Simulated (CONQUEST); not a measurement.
Wanted: the native input for a CONQUEST 1.3 run.

| Property | Result |
| --- | --- |
| Task | density of states |
| Functional | PBEsol |
| Potentials or basis | PseudoDojo NC PBEsol, SZP, grid cutoff 80 Ha |
| k mesh | 7 × 7 × 7 |
| Occupations | fermi-dirac, width 0.027 eV |
| Spin | no spin polarisation |
| Solver | diagonalisation |
| SCF tolerance | 1e-06 |

Al:

```
CELL_PARAMETERS angstrom
3.18244 0.00000 0.00000
0.00000 3.18244 0.00000
0.00000 0.00000 3.18244
ATOMIC_POSITIONS crystal
Al 0.00000 0.00000 0.00000
Al 0.50000 0.50000 0.50000
```

This isn't the form of Al at room conditions, which is fcc.

These files were run (other wordings do the same):

Conquest_input

```
IO.Title Al
IO.Coordinates coords.dat
IO.FractionalAtomicCoords F
IO.Iprint 2
IO.Iprint_init 1
General.NumberOfSpecies 1
General.PseudopotentialType hamann
AtomMove.TypeOfRun static
AtomMove.FullStress T
Grid.GridCutoff 80
DM.SolutionMethod diagon
Diag.MPMesh T
Diag.GammaCentred T
Diag.MPMeshX 7
Diag.MPMeshY 7
Diag.MPMeshZ 7
Diag.kT 0.00099223
minE.SCTolerance 1e-6
SC.MaxIters 100
IO.AtomChargeOutput T
IO.writeDOS T
IO.write_proj_DOS T
%block ChemicalSpeciesLabel
1 26.980 Al
%endblock
```

coords.dat

```
    6.0139350570     0.0000000000     0.0000000000
    0.0000000000     6.0139350570     0.0000000000
    0.0000000000     0.0000000000     6.0139350570
2
  0.0000000000   0.0000000000   0.0000000000 1 T T T
  3.0069675285   3.0069675285   3.0069675285 1 T T T
```

Conquest_input (lines added for PostProcessCQ)

```
Process.Job pdos
Process.min_DOS_E -0.8121
Process.max_DOS_E 0.1879
Process.sigma_DOS 0.005
Process.n_DOS 301
Process.pDOS_l_resolved T
```

Potentials or basis: PseudoDojo NC PBEsol, SZP, grid cutoff 80 Ha.

The run is started by

```bash
$ Conquest
$ PostProcessCQ   # after the lines are added to Conquest_input
```

It gave:

```yaml
Band_gap_on_the_k_mesh: none (metal or under the smearing width)
```

Caveat: the atomic basis is small; the basis of atomic orbitals isn't converged, which shifts pressures, moduli and gaps.

Run time: 23 s on 1 thread of AMD EPYC 7R43 64-Core Processor (Zen 3), with other jobs on the host, peak memory 0.22 GiB.
